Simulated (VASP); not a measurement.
# HfN (F-43m) in VASP: settings compared

Aim: see how the results for HfN move with the level of theory and the settings. Levels: PBE+D3, PBEsol, PBEsol+rVV10, PBE. Tasks: relaxation of the atoms, single point, electrostatic potential.

Everything below comes from runs of VASP 6.6.1. Logs are shortened: lines on timing, memory, paths and dates and some standing lists are left out, and cuts for length are marked.

### 1 Starting point

It takes space group F-43m (No. 216, cubic). Conventional cell: a = 4.910 Å, b = 4.910 Å, c = 4.910 Å, α = 90.00°, β = 90.00°, γ = 90.00°. Around Hf (site symmetry -43m) lie 4 N at 2.13 Å. Around N (site symmetry -43m) lie 4 Hf at 2.13 Å.

The cell comes from a database or a generator and needn't be the stable form of this composition.

### 2 Relaxation of the atoms, PBE+D3 (atoms moved at random, drawn with an rms of 0.1 Å)

Input file run.py:

```python
from ase.calculators.vasp import Vasp
from ase.io import read
from ase.optimize import FIRE

atoms = read('POSCAR')
calc = Vasp(
    directory='calc',
    xc='pbe',
    pp='PBE',
    setups='recommended',
    prec='Accurate',
    encut=520,
    ediff=1e-06,
    ismear=0,
    sigma=0.01,
    lreal=False,
    lasph=True,
    nelm=60,
    algo='Normal',
    isif=2,
    lwave=True,
    lcharg=False,
    ivdw=11,
    kpts=[9, 9, 9],
    gamma=True,
)
atoms.calc = calc
opt = FIRE(atoms, trajectory='relax.traj')
converged = opt.run(fmax=0.005, steps=40)
print('converged:', converged)

print('energy (eV):', atoms.get_potential_energy())
print('free energy (eV):', atoms.get_potential_energy(force_consistent=True))
print('forces (eV/A):')
print(atoms.get_forces())
print('stress (eV/A^3, Voigt):', atoms.get_stress())
print('Fermi level (eV):', calc.get_fermi_level())
print('cell (A, degrees):', atoms.cell.cellpar())
print('volume (A^3):', atoms.get_volume())
print('scaled positions:')
print(atoms.get_scaled_positions())
```

Input file POSCAR:

```
HfN
1.0
    0.0000000000      2.4548220000      2.4548220000
    2.4548220000      0.0000000000      2.4548220000
    2.4548220000      2.4548220000      0.0000000000
Hf N
1 1
Direct
   -0.0147360000      0.0313220000      0.0176160000
    0.2308790000      0.2737930000      0.2491280000
```

Potentials or basis: VASP PAW PBE potentials, release 64 (Hf_pv, N).

Run with:

```sh
$ python run.py
```

Log:

```text
Step     Time          Energy          fmax
FIRE:    0 --:--:--      -21.655447        1.112757
FIRE:    1 --:--:--      -21.677265        0.878328
FIRE:    2 --:--:--      -21.701252        0.331403
FIRE:    3 --:--:--      -21.703920        0.157173
FIRE:    4 --:--:--      -21.704040        0.149505
FIRE:    5 --:--:--      -21.704262        0.140159
FIRE:    6 --:--:--      -21.704568        0.134071
FIRE:    7 --:--:--      -21.704936        0.113192
FIRE:    8 --:--:--      -21.705252        0.067129
FIRE:    9 --:--:--      -21.705411        0.016118
FIRE:   10 --:--:--      -21.705418        0.001350
converged: True
energy (eV): -21.70533698
free energy (eV): -21.70541775
forces (eV/A):
[[-0.00085069 -0.00085069 -0.00061251]
 [ 0.00085069  0.00085069  0.00061251]]
stress (eV/A^3, Voigt): [2.34224434e-02 2.34224434e-02 2.34205302e-02 1.19832949e-04
 1.19832949e-04 8.62518266e-05]
Fermi level (eV): 5.74571786
cell (A, degrees): [ 3.47164257  3.47164257  3.47164257 60.         60.         60.        ]
volume (A^3): 29.586256353994035
scaled positions:
[[0.98303969 0.02752768 0.00831898]
 [0.23310331 0.27758732 0.25842502]]
```

OUTCAR:

```text
ENCUT = 520.000000
   EDIFF = 1.00e-06
   GGA = PE
   PREC = Accurate
   ISIF = 2
   ISMEAR = 0
   NELM = 60
   IVDW = 11
   LASPH = .TRUE.
   LREAL = .FALSE.
 IVDW          = 11

 ion  position               nearest neighbor table
   1  0.983  0.028  0.008-   2 2.13   2 2.13   2 2.13   2 2.13
   2  0.233  0.278  0.258-   1 2.13   1 2.13   1 2.13   1 2.13

  LATTYP: Found a face centered cubic cell.
 ALAT       =     4.9096440000

  Lattice vectors:

 A1 = (   0.0000000000,   2.4548220000,   2.4548220000)
 A2 = (   2.4548220000,   0.0000000000,   2.4548220000)
 A3 = (   2.4548220000,   2.4548220000,   0.0000000000)

Analysis of symmetry for initial positions (statically):
=====================================================================
 Subroutine PRICEL returns:
 Original cell was already a primitive cell.

 Routine SETGRP: Setting up the symmetry group for a
 face centered cubic supercell.

 Subroutine GETGRP returns: Found  2 space group operations
 (whereof  1 operations were pure point group operations)
 out of a pool of 48 trial point group operations.

The static configuration has the point symmetry C_1 .
 The point group associated with its full space group is C_1h.

Analysis of symmetry for dynamics (positions and initial velocities):
=====================================================================
 Subroutine PRICEL returns:
 Original cell was already a primitive cell.

 Routine SETGRP: Setting up the symmetry group for a
 face centered cubic supercell.

 Subroutine GETGRP returns: Found  2 space group operations
 (whereof  1 operations were pure point group operations)
 out of a pool of 48 trial point group operations.

The dynamic configuration has the point symmetry C_1 .
 The point group associated with its full space group is C_1h.

 Subroutine INISYM returns: Found  2 space group operations
 (whereof  1 operations are pure point group operations),
 and found     1 'primitive' translations

----------------------------------------------------------------------------------------

                                     Primitive cell

  volume of cell :      29.5863

  direct lattice vectors                    reciprocal lattice vectors
     0.000000000  2.454822000  2.454822000    -0.203680756  0.203680756  0.203680756
     2.454822000  0.000000000  2.454822000     0.203680756 -0.203680756  0.203680756
     2.454822000  2.454822000  0.000000000     0.203680756  0.203680756 -0.203680756

  length of vectors
     3.471642566  3.471642566  3.471642566     0.352785417  0.352785417  0.352785417

  position of ions in fractional coordinates (direct lattice)
     0.983039687  0.027527681  0.008318976
     0.233103313  0.277587319  0.258425024

  ion indices of the primitive-cell ions
   primitive index   ion index
                 1           1
                 2           2

----------------------------------------------------------------------------------------

 KPOINTS: KPOINTS created by Atomic Simulation Env

Automatic generation of k-mesh.
 Grid dimensions read from file:
 generate k-points for:    9    9    9

 Generating k-lattice:
[... 41 lines left out ...]
  0.333333  0.111111  0.000000      4.000000
  0.000000  0.333333  0.111111      4.000000
 [... further k-points ...]
   k-points           NKPTS =    205   k-points in BZ     NKDIM =    205   number of bands    NBANDS=     11
   number of dos      NEDOS =    301   number of ions     NIONS =      2
   total plane-waves  NPLWV =  21952
   dimension x,y,z NGX =    28 NGY =   28 NGZ =   28
   dimension x,y,z NGXF=    56 NGYF=   56 NGZF=   56
   ions per type =               1   1
   NGX,Y,Z   is equivalent  to a cutoff of  13.41, 13.41, 13.41 a.u.
   NGXF,Y,Z  is equivalent  to a cutoff of  26.82, 26.82, 26.82 a.u.
 SYSTEM =  unknown system
   PREC   = accura    normal or accurate (medium, high low for compatibility)
   ISTART =      1    job   : 0-new  1-cont  2-samecut
   ICHARG =      0    charge: 1-file 2-atom 10-const
   ISPIN  =      1    spin polarized calculation?
   LNONCOLLINEAR =      F non collinear calculations
   LSORBIT =      F    spin-orbit coupling
   LASPH  =      T    aspherical Exc in radial PAW
   ENCUT  =  520.0 eV  38.22 Ry    6.18 a.u.   6.45  6.45  6.45*2*pi/ulx,y,z
   NELM   =     60;   NELMIN=  2; NELMDL=  0     # of ELM steps
   EDIFF  = 0.1E-05   stopping-criterion for ELM
   LREAL  =      F    real-space projection
   EDIFFG = 0.1E-04   stopping-criterion for IOM
   NSW    =      0    number of steps for IOM
   IBRION =     -1    ionic relax: 0-MD 1-quasi-New 2-CG
   NFREE  =      0    steps in history (QN), initial steepest desc. (CG)
   ISIF   =      2    stress and relaxation
   ISYM   =      2    0-nonsym 1-usesym 2-fastsym
   POTIM  = 0.5000    time-step for ionic-motion
   TEBEG  =    0.0;   TEEND  =   0.0 temperature during run
   PSTRESS=    0.0 pullay stress
   NELECT =      15.0000    total number of electrons
   NUPDOWN=      -1.0000    fix difference up-down
   EMIN   =  10.00;   EMAX   =-10.00  energy-range for DOS
   EFERMI =   0.00;   METHOD = LEGACY
   ISMEAR =     0;   SIGMA  =   0.01  broadening in eV -4-tet -1-fermi 0-gaus
   EFERMI_NEDOS =   21; number of points for ismear=-14 and -15
   IALGO  =     38    algorithm
   IMIX   =      4    mixing-type and parameters
     AMIX     =   0.40;   BMIX     =  1.00
     AMIX_MAG =   1.60;   BMIX_MAG =  1.00
  volume/ion in A,a.u.               =      14.79        99.83
  Fermi-wavevector in a.u.,A,eV,Ry     =   1.305395  2.466839 23.185087  1.704056
  Thomas-Fermi vector in A             =   2.436267
   LORBIT       =      0    0 simple, 1 ext, 2 COOP (PROOUT), +10 PAW based schemes
   GGA     = PE    functional components
   LHFCALC =     F    Hartree Fock is set to
   AEXX    =    0.0000 exact exchange contribution
   IVDW    =    11    specifies the selected vdW correction
   LEPSILON=     F    determine dielectric tensor
   LRPA    =     F    only Hartree local field effects (RPA)
 non-spin polarized calculation
 Gauss-broadening in eV      SIGMA  =   0.01
  energy-cutoff  :      520.00
  volume of cell :       29.59
 maximum number of plane-waves:       821
 NGX is ok and might be reduce to    28
   NGX = 13   NGY = 13   NGZ = 13

 number of electron      15.0000000 magnetization

 Free energy of the ion-electron system (eV)
  ---------------------------------------------------
  ext. energy  EPLUGINS =         0.00000000
  ---------------------------------------------------
  free energy    TOTEN  =       -21.21921557 eV

  energy without entropy =      -21.21905402  energy(sigma->0) =      -21.21913480

 E-fermi :   5.7457     XC(G=0): -11.2221

 val. band max:        5.6833379217   @ k =   0.1111   0.1111   0.1111
 cond. band min:       5.7476637973   @ k =   0.3333   0.1111  -0.2222
 fundamental gap:      0.0643258756
 Fermi energy:         5.7457178612

 k-point     1 :       0.0000    0.0000    0.0000
  band No.  band energies     occupation
      1     -25.3538      2.00000
      2     -25.3535      2.00000
      3     -25.3535      2.00000
      4     -10.3986      2.00000
      5       0.3133      2.00000
      6       0.3135      2.00000
      7       0.3149      2.00000
      8       5.0396      2.00000
      9       8.0159      0.00000
     10       8.0159      0.00000
     11      12.3450      0.00000
[... 309 lines left out ...]
 k-point    24 :       0.0000    0.3333    0.1111
  band No.  band energies     occupation
      1     -25.6623      2.00000
      2     -25.4155      2.00000
      3     -25.4128      2.00000
      4      -9.5797      2.00000
      5      -0.4136      2.00000
      6       0.7975      2.00000
      7       0.9108      2.00000
      8       6.6756      0.00000
      9       7.8798      0.00000
     10       8.3826      0.00000
     11      11.1677      0.00000

 [... further k-points ...]

------------------------ aborting loop because EDIFF is reached ----------------------------------------

 Edisp (eV)   -0.48620

 E8    (eV) :    -0.2943

  FORCE on cell =-STRESS in cart. coord.  units (eV):
  Direction    XX          YY          ZZ          XY          YZ          ZX
  --------------------------------------------------------------------------------------
  -------------------------------------------------------------------------------------
  Total      -0.69298    -0.69298    -0.69293    -0.00255    -0.00355    -0.00355
  in kB     -37.52689   -37.52689   -37.52383    -0.13819    -0.19199    -0.19199
  external pressure =      -37.53 kB  Pullay stress =        0.00 kB

 VOLUME and BASIS-vectors are now :
 -----------------------------------------------------------------------------
  energy-cutoff  :      520.00
  volume of cell :       29.59
      direct lattice vectors                 reciprocal lattice vectors
     0.000000000  2.454822000  2.454822000    -0.203680756  0.203680756  0.203680756
     2.454822000  0.000000000  2.454822000     0.203680756 -0.203680756  0.203680756
     2.454822000  2.454822000  0.000000000     0.203680756  0.203680756 -0.203680756

 POSITION                                       TOTAL-FORCE (eV/Angst)
 -----------------------------------------------------------------------------------
      0.08800      2.43361      2.48076        -0.000851     -0.000851     -0.000613
      1.31581      1.20661      1.25365         0.000851      0.000851      0.000613
 -----------------------------------------------------------------------------------
    total drift:                                0.003318     -0.003353      0.000004

  FREE ENERGIE OF THE ION-ELECTRON SYSTEM (eV)
  ---------------------------------------------------
  free  energy   TOTEN  =       -21.7054177494 eV

  energy  without entropy=      -21.7052562070  energy(sigma->0) =      -21.70533698
```

INCAR:

```text
ENCUT = 520.000000
SIGMA = 0.010000
EDIFF = 1.00e-06
ALGO = Normal
GGA = PE
PREC = Accurate
ISIF = 2
ISMEAR = 0
NELM = 60
IVDW = 11
LASPH = .TRUE.
LCHARG = .FALSE.
LWAVE = .TRUE.
LREAL = .FALSE.
```

Wall time 8 min (1 thread of Intel Xeon Platinum 8488C (Sapphire Rapids), shared host); peak memory 0.22 GiB.

Results:

```
Free energy                : -21.7054 eV
Energy gained by relaxing  : 25.0 meV/atom
Ionic steps                : 11
Pressure after relaxing    : -3.8 GPa
Band gap on the k mesh     : none (metal or under the smearing width)
Dispersion energy per atom : -0.243 eV
```

The path:
| step | energy change (eV) | largest force (eV/Å) | pressure (GPa) |
| --- | --- | --- | --- |
| 1 | 0.0000 | 1.1128 | -2.85 |
| 2 | -0.0218 | 0.8783 | -3.26 |
| 3 | -0.0458 | 0.3314 | -3.68 |
| 4 | -0.0485 | 0.1572 | -3.73 |
| 5 | -0.0486 | 0.1495 | -3.72 |
| 6 | -0.0488 | 0.1402 | -3.73 |
| 7 | -0.0491 | 0.1341 | -3.73 |
| 8 | -0.0495 | 0.1132 | -3.74 |
| 9 | -0.0498 | 0.0671 | -3.75 |
| 10 | -0.0499 | 0.0161 | -3.75 |
| 11 | -0.0499 | 0.0014 | -3.75 |

Final structure:
```
Hf N
1.0
     0.00000    2.45482    2.45482
     2.45482    0.00000    2.45482
     2.45482    2.45482    0.00000
Hf N
1 1
Direct
  0.98304 0.02753 0.00832
  0.23310 0.27759 0.25843
```

Caveat: pairwise dispersion overbinds metals, which lowers pressure and volume.

[end of part 1 of 2]
